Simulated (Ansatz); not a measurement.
## Ge under changes of volume

One of the cells (18.524 Å³/atom); the others are scaled copies at fixed shape and fractional positions:

```
Ge
1.0
    -2.57449    2.57449    1.39741
     2.57449   -2.57449    1.39741
     2.57449    2.57449   -1.39741
Ge
2
Cartesian
  0.0000 0.0000 1.3974
  2.5745 0.0000 0.6987
```

This isn't the form of Ge at room conditions, which is diamond.

```yaml
Program: Ansatz 0.2.0
Functional: PBEsol
Potentials_or_basis: Ansatz PAW
Cutoff: "420 eV (not typed: the program's choice for these potentials)"
k_mesh: 11 × 11 × 11
Occupations: fermi-dirac, width 0.05 eV
Spin: no spin polarisation
```

| volume (Å³/atom) | energy over the lowest point (meV/atom) | pressure (GPa) |
| --- | --- | --- |
| 17.413 | 13.30 | 4.8 |
| 17.783 | 4.70 | 2.8 |
| 18.154 | 0.42 | 1.0 |
| 18.524 | 0.00 | -0.6 |
| 18.895 | ? | ? |
| 19.265 | 9.30 | -3.3 |
| 19.636 | 18.39 | -4.5 |

What does the run at 18.895 Å³/atom give?

Energy over the lowest point 3.07 meV/atom; pressure -2.0 GPa.

Worked out: A Birch-Murnaghan fit of order 3 (a polynomial in V^(-2/3)) to the other rows has its minimum at 18.38 Å³/atom with B0 = V·E''(V) = 78 GPa and B' = 4.2 at fixed shape and positions, which overstates the stiffness. It gives 3.08 meV/atom at 18.895 Å³/atom, against the run's 3.07, and -dE/dV = -2.0 GPa, against -2.0.

Energies are extrapolated to zero smearing.

Caveats: the PAW data sets come from PBE, with cores solved anew for the run's functional, which leaves a small shift of forces and pressure.
